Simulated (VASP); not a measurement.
Wanted: the native input for a VASP 6.6.1 run.

```
Task                   : single point
Functional             : r2SCAN
Potentials or basis    : VASP PAW PBE potentials, release 64 (Ba_sv, S)
Cutoff                 : 520 eV
k mesh                 : 6 × 6 × 6
Occupations            : gaussian, width 0.01 eV
Spin                   : no spin polarisation
Dipole correction      : no
Further INCAR settings : ALGO = Normal; EDIFF = 1e-06; NBANDS = 15
```

Crystal: BaS.

```xyz
2
Lattice="3.6444 0.0000 0.0000 0.0000 3.6444 0.0000 0.0000 0.0000 3.8859" Properties=species:S:1:pos:R:3 pbc="T T T"
Ba    0.0000    0.0000    0.0000
S     1.8222    1.8222    1.9430
```

The cell was built by a generator and needn't be a form met in nature.

The cell isn't the ideal one: epitaxial_xy strain -4.9%.

The input as run:

POSCAR

```
BaS
1.0
    3.6443706071      0.0000000000      0.0000000000
    0.0000000000      3.6443706071      0.0000000000
    0.0000000000      0.0000000000      3.8859259743
Ba S
1 1
Direct
    0.0000000000      0.0000000000      0.0000000000
    0.5000000000      0.5000000000      0.5000000000
```

INCAR.step1

```
ALGO     = Normal         # electronic algorithm
EDIFF    = 1E-4           # SCF threshold, eV
ENCUT    = 520            # plane-wave cutoff, eV
GGA      = PE             # functional
ISMEAR   = 0              # smearing method
LASPH    = True           # aspherical terms in the spheres
LCHARG   = False          # write CHGCAR
LREAL    = False          # projectors in reciprocal space
LWAVE    = True           # write WAVECAR
NBANDS   = 15             # bands
NELM     = 100            # most SCF steps
PREC     = Accurate       # precision mode
SIGMA    = 0.01           # smearing width, eV
```

INCAR.step2

```
ALGO     = Normal         # electronic algorithm
EDIFF    = 1E-6           # SCF threshold, eV
ENCUT    = 520            # plane-wave cutoff, eV
ISIF     = 2              # what is computed and relaxed
ISMEAR   = 0              # smearing method
ISTART   = 1            
LASPH    = True           # aspherical terms in the spheres
LCHARG   = False          # write CHGCAR
LMIXTAU  = True         
LREAL    = False          # projectors in reciprocal space
LWAVE    = False          # write WAVECAR
METAGGA  = R2SCAN         # meta-GGA
NBANDS   = 15             # bands
NELM     = 100            # most SCF steps
PREC     = Accurate       # precision mode
SIGMA    = 0.01           # smearing width, eV
```

KPOINTS

```
k-points
0
Gamma
  6 6 6
```

Potentials or basis: VASP PAW PBE potentials, release 64 (Ba_sv, S).

The run is started by

```bash
$ cat potpaw_PBE.64/Ba_sv/POTCAR potpaw_PBE.64/S/POTCAR > POTCAR
$ cp INCAR.step1 INCAR
$ mpirun -np 1 vasp_std > vasp.out
$ cp INCAR.step2 INCAR
$ mpirun -np 1 vasp_std > vasp.out
```

Results of the run:

| Item | Value |
| --- | --- |
| Pressure | 6.6 GPa |
| Band gap on the k mesh | 1.39 eV, indirect (least direct gap 1.45 eV) |

Caveat: the PAW data sets were made with another functional, which shifts forces and pressure a little; spin-orbit coupling is left out, which moves the levels of the heavy elements.

Run time: 48 s on 1 thread of Intel(R) Xeon(R) 6975P-C (Granite Rapids) (shared host), peak memory 0.18 GiB.
